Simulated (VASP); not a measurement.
# Tb (Im-3m) in VASP: a series of runs

One crystal, Tb, is run at these levels: PBE; tasks: single point.

All numbers are computed with VASP 6.6.1; they aren't measurements. Logs are shortened: lines on timing, memory, paths and dates and some standing lists are left out, and cuts for length are marked.

## (1) Starting point

Symmetry: Im-3m, No. 229, cubic system. Conventional cell: a = 3.998 Å, b = 3.998 Å, c = 3.998 Å, α = 90.00°, β = 90.00°, γ = 90.00°. Around Tb (site symmetry m-3m) lie 8 Tb at 3.46 Å.

The cell was built by a generator and needn't be a form met in nature.

## (2) Single point, PBE, collinear spin, typed start

INCAR

```
PREC     = Accurate       # precision mode
ENCUT    = 520            # plane-wave cutoff, eV
EDIFF    = 1E-6           # SCF threshold, eV
ISMEAR   = 0              # smearing method
SIGMA    = 0.05           # smearing width, eV
LREAL    = F              # projectors in reciprocal space
LASPH    = T              # aspherical terms in the spheres
NELM     = 150            # most SCF steps
ALGO     = Normal         # electronic algorithm
ISIF     = 2              # what is computed and relaxed
LWAVE    = F              # write WAVECAR
LCHARG   = T              # write CHGCAR
ISPIN    = 2              # spin polarisation
MAGMOM   = 6              # initial moments
LORBIT   = 11             # projections on sites
LMAXMIX  = 6              # l up to which the mixer works
GGA      = PE             # functional
LELF     = T              # ELF
LVHAR    = T            
NBANDS   = 20             # bands
```

KPOINTS

```
regular mesh
0
Gamma
  8 8 8
```

POSCAR

```
Tb
1.0
   -1.9987565187      1.9987565187      1.9987565187
    1.9987565187     -1.9987565187      1.9987565187
    1.9987565187      1.9987565187     -1.9987565187
Tb
1
Direct
    0.0000000000      0.0000000000      0.0000000000
```

Potentials or basis: VASP PAW PBE potentials, release 64 (Tb).

On the command line:

```
$ cat potpaw_PBE.64/Tb/POTCAR > POTCAR
$ mpirun -np 1 vasp_std > vasp.out
```

OUTCAR:

```text
PREC = Accurate
   ENCUT = 520
   EDIFF = 1E-6
   ISMEAR = 0
   LREAL = F
   LASPH = T
   NELM = 150
   ISIF = 2
   ISPIN = 2
   LORBIT = 11
   GGA = PE

 ion  position               nearest neighbor table
   1  0.000  0.000  0.000-

  LATTYP: Found a body centered cubic cell.
 ALAT       =     3.9975130374

  Lattice vectors:

 A1 = (  -1.9987565187,   1.9987565187,   1.9987565187)
 A2 = (   1.9987565187,  -1.9987565187,   1.9987565187)
 A3 = (   1.9987565187,   1.9987565187,  -1.9987565187)

Analysis of symmetry for initial positions (statically):
=====================================================================
 Subroutine PRICEL returns:
 Original cell was already a primitive cell.

 Routine SETGRP: Setting up the symmetry group for a
 body centered cubic supercell.

 Subroutine GETGRP returns: Found 48 space group operations
 (whereof 48 operations were pure point group operations)
 out of a pool of 48 trial point group operations.

The static configuration has the point symmetry O_h .

Analysis of symmetry for dynamics (positions and initial velocities):
=====================================================================
 Subroutine PRICEL returns:
 Original cell was already a primitive cell.

 Routine SETGRP: Setting up the symmetry group for a
 body centered cubic supercell.

 Subroutine GETGRP returns: Found 48 space group operations
 (whereof 48 operations were pure point group operations)
 out of a pool of 48 trial point group operations.

The dynamic configuration has the point symmetry O_h .

Analysis of structural, dynamic, and magnetic symmetry:
=====================================================================
 Subroutine PRICEL returns:
 Original cell was already a primitive cell.

 Routine SETGRP: Setting up the symmetry group for a
 body centered cubic supercell.

 Subroutine GETGRP returns: Found 48 space group operations
 (whereof 48 operations were pure point group operations)
 out of a pool of 48 trial point group operations.

The overall configuration has the point symmetry O_h .

 Subroutine INISYM returns: Found 48 space group operations
 (whereof 48 operations are pure point group operations),
 and found     1 'primitive' translations

----------------------------------------------------------------------------------------

                                     Primitive cell

  volume of cell :      31.9403

  direct lattice vectors                    reciprocal lattice vectors
    -1.998756519  1.998756519  1.998756519     0.000000000  0.250155532  0.250155532
     1.998756519 -1.998756519  1.998756519     0.250155532  0.000000000  0.250155532
     1.998756519  1.998756519 -1.998756519     0.250155532  0.250155532  0.000000000

  length of vectors
     3.461947842  3.461947842  3.461947842     0.353773346  0.353773346  0.353773346

  position of ions in fractional coordinates (direct lattice)
     0.000000000  0.000000000  0.000000000

  ion indices of the primitive-cell ions
   primitive index   ion index
                 1           1

----------------------------------------------------------------------------------------

 KPOINTS: regular mesh

Automatic generation of k-mesh.
 Grid dimensions read from file:
 generate k-points for:    8    8    8

 Generating k-lattice:

  Cartesian coordinates                     Fractional coordinates (reciprocal lattice)
     0.000000000  0.031269441  0.031269441     0.125000000  0.000000000  0.000000000
     0.031269441  0.000000000  0.031269441     0.000000000  0.125000000  0.000000000
     0.031269441  0.031269441  0.000000000     0.000000000  0.000000000  0.125000000

  Length of vectors
     0.044221668  0.044221668  0.044221668

  Shift w.r.t. Gamma in fractional coordinates (k-lattice)
     0.000000000  0.000000000  0.000000000

 Subroutine IBZKPT returns following result:
 ===========================================

 Found     29 irreducible k-points:

 Following reciprocal coordinates:
            Coordinates               Weight
  0.000000  0.000000  0.000000      1.000000
  0.125000  0.000000  0.000000     12.000000
  0.250000  0.000000  0.000000     12.000000
  0.375000  0.000000  0.000000     12.000000
  0.500000  0.000000  0.000000      6.000000
  0.125000  0.125000  0.000000     24.000000
[... 16 lines left out ...]
 -0.250000  0.250000  0.250000      6.000000
 -0.375000  0.375000  0.250000     24.000000
 [... further k-points ...]
   k-points           NKPTS =     29   k-points in BZ     NKDIM =     29   number of bands    NBANDS=     20
   number of dos      NEDOS =    301   number of ions     NIONS =      1
   total plane-waves  NPLWV =  21952
   dimension x,y,z NGX =    28 NGY =   28 NGZ =   28
   dimension x,y,z NGXF=    56 NGYF=   56 NGZF=   56
   ions per type =               1
   NGX,Y,Z   is equivalent  to a cutoff of  13.45, 13.45, 13.45 a.u.
   NGXF,Y,Z  is equivalent  to a cutoff of  26.89, 26.89, 26.89 a.u.
 SYSTEM =  unknown system
   PREC   = accura    normal or accurate (medium, high low for compatibility)
   ISTART =      0    job   : 0-new  1-cont  2-samecut
   ICHARG =      2    charge: 1-file 2-atom 10-const
   ISPIN  =      2    spin polarized calculation?
   LNONCOLLINEAR =      F non collinear calculations
   LSORBIT =      F    spin-orbit coupling
   LASPH  =      T    aspherical Exc in radial PAW
   ENCUT  =  520.0 eV  38.22 Ry    6.18 a.u.   6.44  6.44  6.44*2*pi/ulx,y,z
   NELM   =    150;   NELMIN=  2; NELMDL= -5     # of ELM steps
   EDIFF  = 0.1E-05   stopping-criterion for ELM
   LREAL  =      F    real-space projection
   EDIFFG = 0.1E-04   stopping-criterion for IOM
   NSW    =      0    number of steps for IOM
   IBRION =     -1    ionic relax: 0-MD 1-quasi-New 2-CG
   NFREE  =      0    steps in history (QN), initial steepest desc. (CG)
   ISIF   =      2    stress and relaxation
   ISYM   =      2    0-nonsym 1-usesym 2-fastsym
   POTIM  = 0.5000    time-step for ionic-motion
   TEBEG  =    0.0;   TEEND  =   0.0 temperature during run
   PSTRESS=    0.0 pullay stress
   NELECT =      19.0000    total number of electrons
   NUPDOWN=      -1.0000    fix difference up-down
   EMIN   =  10.00;   EMAX   =-10.00  energy-range for DOS
   EFERMI =   0.00;   METHOD = LEGACY
   ISMEAR =     0;   SIGMA  =   0.05  broadening in eV -4-tet -1-fermi 0-gaus
   EFERMI_NEDOS =   21; number of points for ismear=-14 and -15
   IALGO  =     38    algorithm
   IMIX   =      4    mixing-type and parameters
     AMIX     =   0.40;   BMIX     =  1.00
     AMIX_MAG =   1.60;   BMIX_MAG =  1.00
  volume/ion in A,a.u.               =      31.94       215.54
  Fermi-wavevector in a.u.,A,eV,Ry     =   1.376827  2.601826 25.791931  1.895653
  Thomas-Fermi vector in A             =   2.502036
   LORBIT       =     11    0 simple, 1 ext, 2 COOP (PROOUT), +10 PAW based schemes
   GGA     = PE    functional components
   LHFCALC =     F    Hartree Fock is set to
   AEXX    =    0.0000 exact exchange contribution
   IVDW    =     0    specifies the selected vdW correction
   LEPSILON=     F    determine dielectric tensor
   LRPA    =     F    only Hartree local field effects (RPA)
 spin polarized calculation
 Gauss-broadening in eV      SIGMA  =   0.05
  energy-cutoff  :      520.00
  volume of cell :       31.94
 maximum number of plane-waves:       887
 NGX is ok and might be reduce to    28
   NGX = 13   NGY = 13   NGZ = 13

 number of electron      18.9999990 magnetization       5.8582475

 Free energy of the ion-electron system (eV)
  ---------------------------------------------------
  ext. energy  EPLUGINS =         0.00000000
  ---------------------------------------------------
  free energy    TOTEN  =        -9.43112872 eV

  energy without entropy =       -9.41736277  energy(sigma->0) =       -9.42424575

 E-fermi :   2.9870     XC(G=0): -10.1114

 val. band max:        2.9691403791   @ k =  -0.2500   0.2500   0.1250
 cond. band min:       2.9911863348   @ k =   0.2500   0.1250   0.0000
 fundamental gap:      0.0220459557
 Fermi energy:         2.9869801871

 spin component 1

 k-point     1 :       0.0000    0.0000    0.0000
  band No.  band energies     occupation
      1     -43.1441      1.00000
      2     -19.4080      1.00000
      3     -19.4080      1.00000
      4     -19.4080      1.00000
      5      -2.0344      1.00000
      6      -1.0861      1.00000
[... 12 lines left out ...]
     19      13.8979      0.00000
     20      13.8979      0.00000

 k-point     2 :       0.1250    0.0000    0.0000
  band No.  band energies     occupation
      1     -43.1342      1.00000
      2     -19.5205      1.00000
      3     -19.4428      1.00000
      4     -19.4086      1.00000
      5      -1.5856      1.00000
      6      -1.0995      1.00000
[... 12 lines left out ...]
     19      14.7049      0.00000
     20      15.0380      0.00000

 k-point     3 :       0.2500    0.0000    0.0000
  band No.  band energies     occupation
      1     -43.1105      1.00000
      2     -19.7816      1.00000
      3     -19.5256      1.00000
      4     -19.4103      1.00000
      5      -1.1303      1.00000
      6      -1.1180      1.00000
[... 12 lines left out ...]
     19      15.1027      0.00000
     20      16.8032      0.00000

 k-point     4 :       0.3750    0.0000    0.0000
  band No.  band energies     occupation
      1     -43.0866      1.00000
      2     -20.0292      1.00000
      3     -19.6068      1.00000
      4     -19.4120      1.00000
      5      -1.1587      1.00000
      6      -1.1502      1.00000
[... 429 lines left out ...]
 k-point    23 :      -0.2500    0.2500    0.2500
  band No.  band energies     occupation
      1     -43.0812      1.00000
      2     -19.7956      1.00000
      3     -19.6530      1.00000
      4     -19.6530      1.00000
      5      -1.1634      1.00000
      6      -1.1257      1.00000
[... 12 lines left out ...]
     19      16.9025      0.00000
     20      16.9025      0.00000

 k-point    24 :      -0.3750    0.3750    0.2500
  band No.  band energies     occupation
      1     -43.0604      1.00000
      2     -19.9445      1.00000
      3     -19.7408      1.00000
      4     -19.6748      1.00000
      5      -1.1745      1.00000
      6      -1.1635      1.00000
[... 12 lines left out ...]
     19      14.7622      0.00000
     20      15.4671      0.00000

 [... further k-points ...]

 spin component 2

 k-point     1 :       0.0000    0.0000    0.0000
  band No.  band energies     occupation
      1     -40.5940      1.00000
      2     -17.5270      1.00000
      3     -17.5270      1.00000
      4     -17.5270      1.00000
      5      -1.6753      1.00000
      6       2.8830      0.99837
[... 12 lines left out ...]
     19      14.2208      0.00000
     20      14.2208      0.00000

 k-point     2 :       0.1250    0.0000    0.0000
  band No.  band energies     occupation
      1     -40.5819      1.00000
      2     -17.6636      1.00000
      3     -17.5679      1.00000
      4     -17.5280      1.00000
      5      -1.2070      1.00000
      6       2.8685      0.99960
[... 12 lines left out ...]
     19      15.0428      0.00000
     20      15.4940      0.00000

 k-point     3 :       0.2500    0.0000    0.0000
  band No.  band energies     occupation
      1     -40.5527      1.00000
      2     -17.9775      1.00000
      3     -17.6651      1.00000
      4     -17.5307      1.00000
      5      -0.0503      1.00000
      6       2.8458      0.99997
[... 12 lines left out ...]
     19      15.8538      0.00000
     20      17.1768      0.00000

 k-point     4 :       0.3750    0.0000    0.0000
  band No.  band energies     occupation
      1     -40.5232      1.00000
      2     -18.2715      1.00000
      3     -17.7599      1.00000
      4     -17.5335      1.00000
      5       0.9474      1.00000
      6       2.9390      0.91251
[... 429 lines left out ...]
 k-point    23 :      -0.2500    0.2500    0.2500
  band No.  band energies     occupation
      1     -40.5169      1.00000
      2     -17.9961      1.00000
      3     -17.8156      1.00000
      4     -17.8156      1.00000
      5       1.2885      1.00000
      6       2.6427      1.00000
[... 12 lines left out ...]
     19      17.7239      0.00000
     20      17.7239      0.00000

 k-point    24 :      -0.3750    0.3750    0.2500
  band No.  band energies     occupation
      1     -40.4914      1.00000
      2     -18.1675      1.00000
      3     -17.9187      1.00000
      4     -17.8433      1.00000
      5       2.0726      1.00000
      6       2.4871      1.00000
[... 12 lines left out ...]
     19      15.5951      0.00000
     20      16.1815      0.00000

 [... further k-points ...]

------------------------ aborting loop because EDIFF is reached ----------------------------------------

  FORCE on cell =-STRESS in cart. coord.  units (eV):
  Direction    XX          YY          ZZ          XY          YZ          ZX
  --------------------------------------------------------------------------------------
  -------------------------------------------------------------------------------------
  Total        0.2115698      0.2115698      0.2115698     -0.0000000      0.0000000     -0.0000000
  in kB       10.6126667     10.6126667     10.6126667     -0.0000000      0.0000000     -0.0000000
  external PRESSURE =      10.6126667 kB  Pullay stress =       0.0000000 kB

 VOLUME and BASIS-vectors are now :
 -----------------------------------------------------------------------------
  energy-cutoff  :      520.00
  volume of cell :       31.94
      direct lattice vectors                 reciprocal lattice vectors
    -1.998756519  1.998756519  1.998756519     0.000000000  0.250155532  0.250155532
     1.998756519 -1.998756519  1.998756519     0.250155532  0.000000000  0.250155532
     1.998756519  1.998756519 -1.998756519     0.250155532  0.250155532  0.000000000

 POSITION                                       TOTAL-FORCE (eV/Angst)
 -----------------------------------------------------------------------------------
      0.00000      0.00000      0.00000         0.000000      0.000000      0.000000
 -----------------------------------------------------------------------------------
    total drift:                               -0.000000     -0.000000     -0.000000

  FREE ENERGIE OF THE ION-ELECTRON SYSTEM (eV)
  ---------------------------------------------------
  free  energy   TOTEN  =        -9.4311287244 eV

  energy  without entropy=       -9.4173627731  energy(sigma->0) =       -9.42424575

 total charge

# of ion       s       p       d       f       tot
--------------------------------------------------
    1        2.086   5.602   0.491   8.144  16.323

 magnetization (x)

# of ion       s       p       d       f       tot
--------------------------------------------------
    1        0.000  -0.046   0.067   5.649   5.670
```

It took 2.6 min on 1 thread of Intel Xeon Platinum 8375C at 2.90GHz (Ice Lake), shared host; peak memory 0.2 GiB.

Results:

```yaml
Free_energy: -9.4311 eV
Pressure: 1.1 GPa
Band_gap_on_the_k_mesh: none (metal or under the smearing width)
Net_moment: 5.86 μB per cell
Site_moments: Tb +5.67 μB
Valence_electrons_inside_the_program's_atomic_spheres: Tb 16.32
```

Levels at points of the mesh, in eV from the Fermi level:
Spin up:
| k point | band 9 | band 10 | band 11 | band 12 | band 13 | band 14 | band 15 | band 16 |
| --- | --- | --- | --- | --- | --- | --- | --- | --- |
| (0.00, 0.00, 0.00) | -4.00 | -3.84 | -3.84 | -3.84 | 1.77 | 1.77 | 1.77 | 3.93 |
| (0.50, 0.00, 0.00) | -3.78 | -3.73 | -3.72 | -2.22 | 0.09 | 1.32 | 3.87 | 4.68 |
| (0.50, 0.50, 0.50) | -3.69 | -3.69 | -3.69 | -1.71 | -1.71 | 6.10 | 6.10 | 6.10 |
Spin down:
```
           k point  band 2  band 3  band 4  band 5  band 6  band 7  band 8  band 9  band 10  band 11
(0.00, 0.00, 0.00)  -20.51  -20.51  -20.51   -4.66   -0.10   -0.10   -0.10    0.69     0.69     0.69
(0.50, 0.00, 0.00)  -21.38  -20.79  -20.52   -1.82   -0.04    0.05    0.12    0.54     0.60     0.61
(0.50, 0.50, 0.50)  -21.10  -21.10  -21.10   -1.33   -1.33    0.20    0.20    0.20     0.51     0.51
```

Caveat: the magnetic or orbital state may not be the lowest; spin-orbit coupling is left out, which moves the levels of the heavy elements. The state reached can hang on the start; a lower one may exist.

## (3) Single point, PBE, collinear spin, typed start

This run uses another cell than the first one, of 33.01 Å³/atom, 1.034 times its volume.

INCAR

```
  PREC = Accurate
  ENCUT = 520
  EDIFF = 1E-7
  ISMEAR = 0
  SIGMA = 0.05
  LREAL = F
  LASPH = T
  NELM = 150
  ALGO = Normal
  ISIF = 2
  LWAVE = F
  LCHARG = F
  ISPIN = 2
  MAGMOM = 6.5
  LORBIT = 11
  LMAXMIX = 6
  GGA = PE
  NBANDS = 20
```

KPOINTS

```
Automatic mesh
0
Gamma
  8 8 8
```

POSCAR

```
Tb
1.0
   -2.0209142082      2.0209142082      2.0209142082
    2.0209142082     -2.0209142082      2.0209142082
    2.0209142082      2.0209142082     -2.0209142082
Tb
1
Direct
    0.0000000000      0.0000000000      0.0000000000
```

Potentials or basis: VASP PAW PBE potentials, release 64 (Tb).

On the command line:

```
$ cat potpaw_PBE.64/Tb/POTCAR > POTCAR
$ mpirun -np 1 vasp_std > vasp.out
```

Wall time 2.4 min (1 thread of Intel Xeon Platinum 8488C (Sapphire Rapids), shared host); peak memory 0.2 GiB.

Results (log left out):

```
Free energy                                           : -9.4324 eV
Pressure                                              : -0.4 GPa
Band gap on the k mesh                                : none (metal or under the smearing width)
Net moment                                            : 5.85 μB per cell
Site moments                                          : Tb +5.66 μB
Valence electrons inside the program's atomic spheres : Tb 16.31
```

Levels at points of the mesh, in eV from the Fermi level:
Spin up:
```csv
k point,band 8,band 9,band 10,band 11,band 12,band 13,band 14,band 15,band 16,band 17
"(0.00, 0.00, 0.00)",-4.07,-3.99,-3.82,-3.82,-3.82,1.74,1.74,1.74,3.83,3.83
"(0.50, 0.00, 0.00)",-4.04,-3.77,-3.72,-3.71,-2.17,0.12,1.18,3.75,4.54,6.57
"(0.50, 0.50, 0.50)",-4.14,-3.68,-3.68,-3.68,-1.62,-1.62,5.90,5.90,5.90,6.04
```
Spin down:
| k point | band 3 | band 4 | band 5 | band 6 | band 7 | band 8 | band 9 | band 10 |
| --- | --- | --- | --- | --- | --- | --- | --- | --- |
| (0.00, 0.00, 0.00) | -20.58 | -20.58 | -4.63 | -0.10 | -0.10 | -0.10 | 0.69 | 0.69 |
| (0.50, 0.00, 0.00) | -20.83 | -20.59 | -1.78 | -0.03 | 0.04 | 0.11 | 0.54 | 0.61 |
| (0.50, 0.50, 0.50) | -21.12 | -21.12 | -1.25 | -1.25 | 0.18 | 0.18 | 0.18 | 0.51 |

Caveat: the magnetic or orbital state may not be the lowest; spin-orbit coupling is left out, which moves the levels of the heavy elements. The state reached can hang on the start; a lower one may exist.
